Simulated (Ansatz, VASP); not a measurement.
# Al in VASP and in Ansatz

```xyz
1
Lattice="0.0000 2.0240 2.1454 2.0240 0.0000 2.1454 2.0240 2.0240 0.0000" Properties=species:S:1:pos:R:3 pbc="T T T"
Al    0.0000    0.0000    0.0000
```

Change from the starting cell: strain +0.0600 x Voigt [0, 0, 1, 0, 0, 0], atoms carried along.

Alike in both runs: task single point; functional PBEsol; k mesh 20 × 20 × 20; occupations gaussian, width 0.15 eV; no spin polarisation.

|  | VASP | Ansatz |
| --- | --- | --- |
| version | VASP 6.6.1 | Ansatz 0.2.0 |
| potentials or method | VASP PAW PBE potentials, release 64 (Al) | scalar-relativistic, plane waves, PAW |
| plane-wave cutoff (eV) | 520 | 420 |
| valence electrons in the cell | 3 | 3 |

Ansatz gave:

* gap on the k mesh at the Fermi level (eV): none
* pressure (GPa): -5.5
* largest component of the traceless stress (GPa): 1.50

Which values does VASP return?

gap on the k mesh at the Fermi level (eV): none; pressure (GPa): -5.4; largest component of the traceless stress (GPa): 1.51.

A gap of «none» marks a metal or a gap that the smearing closes. With one functional, cell and mesh, what is left measures potentials, basis and numerics.

Caveats: the PAW data sets were made with another functional, which shifts forces and pressure a little (VASP).
